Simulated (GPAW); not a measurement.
Write an ASE script for GPAW 26.7.0 that does the following.

```yaml
Task: single point
Functional: LDA
Potentials_or_basis: the program's PAW data sets (release 1.2.1) made for this functional
Cutoff: 600 eV
Basis: pw
k_mesh: 9 × 9 × 4
Occupations: fermi-dirac, width 0.05 eV
Spin: no spin polarisation
Maxiter: 120
Convergence: default
```

The system is TiO.

```xyz
4
Lattice="2.8516 0.0000 0.0000 -1.4258 2.4696 0.0000 0.0000 0.0000 5.5675" Properties=species:S:1:pos:R:3 pbc="T T T"
Ti    1.4258    0.8232    4.1756
Ti    0.0000    1.6464    1.3919
O     0.0000    0.0000    2.7838
O     0.0000    0.0000    0.0000
```

The cell comes from a database or a generator and needn't be the stable form of this composition.

One way to write it, as run:

run.py

```python
from ase import Atoms
from ase.dft.bandgap import bandgap
from ase.io import write
from ase.units import GPa
from gpaw import GPAW, PW

atoms = Atoms(['Ti', 'Ti', 'O', 'O'],
              cell=[[2.8516080131, 0.0, 0.0],
                    [-1.4258040066, 2.469564981, 0.0],
                    [0.0, 0.0, 5.567503]],
              scaled_positions=[[0.6666666667, 0.3333333333, 0.75],
                                [0.3333333333, 0.6666666667, 0.25],
                                [0.0, 0.0, 0.5],
                                [0.0, 0.0, 0.0]],
              pbc=True)

calc = GPAW(mode=PW(600),
            xc='LDA',
            kpts={'size': (9, 9, 4), 'gamma': True},
            occupations={'name': 'fermi-dirac', 'width': 0.05},
            nbands=34,
            maxiter=120,
            txt='gpaw.txt')
atoms.calc = calc
energy = atoms.get_potential_energy()
forces = atoms.get_forces()
stress = atoms.get_stress()
calc.write('gs.gpw')
write('result.traj', atoms)
print(f'Energy: {energy:.6f} eV')
print('Forces (eV/A):')
print(forces.round(4))
print('Stress (GPa):', (stress / GPa).round(3))
print('Fermi level:', round(calc.get_fermi_level(), 4), 'eV')
print(f'Gap: {bandgap(calc)[0]:.4f} eV, direct: {bandgap(calc, direct=True)[0]:.4f} eV')
```

Potentials or basis: the program's PAW data sets (release 1.2.1) made for this functional, pw.

Command:

```bash
$ OMP_NUM_THREADS=1 python run.py
```

It gave:

```
Pressure               : -21.4 GPa
Band gap on the k mesh : none (metal or under the smearing width)
```

Caveat: the cutoff is short for stress and forces, so pressures can be off by a GPa or more; so large a pressure means that the cell lies far from this level's equilibrium, or that cutoff or potentials fall short; semilocal functionals often make such compounds metallic where correlation or magnetic order opens a gap, which also shifts bond lengths.

Wall time 27 s on 1 thread of Intel(R) Xeon(R) Platinum 8488C (Sapphire Rapids), on a shared host, peak memory 0.19 GiB.
